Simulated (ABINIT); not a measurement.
FeO (Wuestite):

```xyz
2
Lattice="0.0000 2.1554 2.1554 2.1554 0.0000 2.1554 2.1554 2.1554 0.0000" Properties=species:S:1:pos:R:3 pbc="T T T"
Fe    0.0000    0.0000    0.0000
O     2.1554    2.1554    2.1554
```

Base run:

* Program: ABINIT 10.8.3 (patched build)
* Functional: PBE
* Potentials or basis: SG15 NC PBE v1.2
* Cutoff: 1088 eV
* k mesh: 8 × 8 × 8
* Occupations: fermi-dirac, width 0.05 eV
* Spin: collinear spin, ferromagnetic start
* Starting moments: [3.0, 0.0] μB

Its results: band gap on the k mesh none (metal or under the smearing width); pressure -0.7 GPa; net moment 4.00 μB per cell; site moments Fe +3.55; O +0.33 μB.

Question: The run is repeated on the same cell with these changes: functional from PBE to PBEsol; potentials or basis from SG15 NC PBE v1.2 to PseudoDojo NC SR PBEsol v0.4.1 standard; cutoff from 1088 eV to 1116 eV. What comes out?

Answer: Band gap on the k mesh none (metal or under the smearing width); pressure -10.7 GPa; net moment 4.00 μB per cell; site moments Fe +3.55; O +0.33 μB.

Caveats: a cell with one magnetic atom can't hold antiferromagnetic order, which such compounds often take; semilocal functionals often make such compounds metallic where correlation or magnetic order opens a gap, which also shifts bond lengths.

Not every run made on this cell is shown here.
